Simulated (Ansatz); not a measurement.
Consider the formal exchange of groups at a Ge–C bond: `O=[CH][GeH3]` + `CC[SiH2]O` → `O[SiH2][GeH3]` + `CCC=O`.

Computed with Ansatz on PBE0-D4/def2-TZVP structures; ΔE is electronic, products minus reactants. CBS: MP2 limit from def2 TZ/QZ plus the TZ coupled-cluster correction, frozen cores. Functionals use def2-TZVPP. For Ge outer-core shells are correlated without core-valence functions, which leaves a few kJ/mol of doubt a bond. Scalar relativity is left out up to krypton. One conformer a species, not always the lowest.

`O=[CH][GeH3]`:

Z-matrix (Å, degrees):
```
Ge
C 1 2.006
H 1 1.538 2 108.4
H 1 1.538 2 108.5 3 117.7
H 1 1.531 2 109.1 3 -121.1
O 2 1.199 1 123.0 3 121.0
H 2 1.116 1 117.1 3 -59.0
```

`CC[SiH2]O`:

Z-matrix (Å, degrees):
```
C
C 1 1.526
H 1 1.094 2 111.5
H 1 1.093 2 111.3 3 -120.0
H 1 1.093 2 111.8 3 120.2
Si 2 1.868 1 113.6 3 58.5
H 2 1.096 1 110.5 3 -179.4
H 2 1.097 1 110.5 3 -62.4
O 6 1.653 2 112.4 1 59.9
H 6 1.494 2 108.7 1 -61.8
H 6 1.484 2 110.7 1 177.7
H 9 0.957 6 117.6 2 -78.7
```

`O[SiH2][GeH3]`:

Z-matrix (Å, degrees):
```
Si
Ge 1 2.375
O 1 1.653 2 106.7
H 1 1.492 2 110.4 3 121.0
H 1 1.492 2 110.4 3 -121.0
H 2 1.539 1 109.5 3 -180.0
H 2 1.537 1 111.1 3 60.5
H 2 1.537 1 111.1 3 -60.5
H 3 0.958 1 117.7 2 179.9
```

`CCC=O`:

Z-matrix (Å, degrees):
```
C
C 1 1.524
H 1 1.091 2 110.8
H 1 1.093 2 111.3 3 119.8
H 1 1.092 2 111.1 3 -120.0
C 2 1.499 1 111.6 3 -175.3
H 2 1.091 1 112.2 3 62.4
H 2 1.098 1 109.4 3 -57.3
O 6 1.200 2 125.2 1 -126.5
H 6 1.115 2 114.5 1 53.2
```

```json
{"level": "revPBE-D4", "ΔE (kJ/mol)": "-33.0"}
{"level": "PBE0-D4", "ΔE (kJ/mol)": "-39.6"}
{"level": "r2SCANh", "ΔE (kJ/mol)": "-36.4"}
{"level": "RPA@PBE/def2-TZVPP", "ΔE (kJ/mol)": "-28.8"}
{"level": "HF/def2-SVP", "ΔE (kJ/mol)": "-42.2"}
{"level": "CCSD(T)/def2-SVP", "ΔE (kJ/mol)": "-39.6"}
{"level": "CCSD(T)/def2-TZVPP", "ΔE (kJ/mol)": "-31.8"}
{"level": "CCSD/CBS(def2)", "ΔE (kJ/mol)": "-34.4"}
```

What does CCSD(T)/CBS give? (An estimate is asked.)

Ansatz gave: -33.0 kJ/mol. The listed levels differ from it by 0.0, -6.6, -3.4, 4.2, -9.2, -6.6, 1.2, -1.4 kJ/mol.

Largest T1 diagnostic among the species: 0.014.

From BLYP to BHLYP (50 % exact exchange), in def2-TZVPP and without D4, ΔE moves by −6.2 kJ/mol. Leaving LDA and LC-ωPBE aside and taking each functional with its dispersion term where it has one, the values, not all of them listed here, spread over 11.4 kJ/mol, from PBE0-D4 to BLYP-D4. LDA lies −4.4 kJ/mol from PBE without D4.

CCSD(T)/CBS has its own doubt, a few kJ/mol and more with outer-core shells, so smaller differences from it don't rank the levels.
